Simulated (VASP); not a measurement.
Here is a VASP 6.6.1 calculation.

Contents of INCAR:

```
SYSTEM = Ni
  PREC = Accurate
  ENCUT = 520
  EDIFF = 1E-7
  ISMEAR = 1
  SIGMA = 0.2
  LREAL = .False.
  LASPH = .True.
  NELM = 120
  ALGO = Fast
  ISIF = 2
  LWAVE = .False.
  LCHARG = .False.
  ISPIN = 2
  MAGMOM = 0.8
  LORBIT = 11
  LMAXMIX = 4
  GGA = PE
```

KPOINTS

```
regular mesh
0
Gamma
  20 20 20
  0 0 0
```

POSCAR

```
Ni                                      
1.0
    0.0000000000      1.7589830730      1.7589830730
    1.7589830730      0.0000000000      1.7589830730
    1.7589830730      1.7589830730      0.0000000000
  Ni            
     1
Direct
     0.0000000000000000    0.0000000000000000    0.0000000000000000
```

Potentials or basis: VASP PAW PBE potentials, release 64 (Ni).

Run with:

```sh
$ cat potpaw_PBE.64/Ni/POTCAR > POTCAR
$ mpirun -np 1 vasp_std > vasp.out
```

Q: What does it give for the site moments?

A: Ni +0.64 μB.

Q: Predict the net moment.

A: 0.63 μB per cell.

Q: What does it give for the pressure?

A: 0.0 GPa.

Q: Predict the band gap on the k mesh.

A: None (metal or under the smearing width).
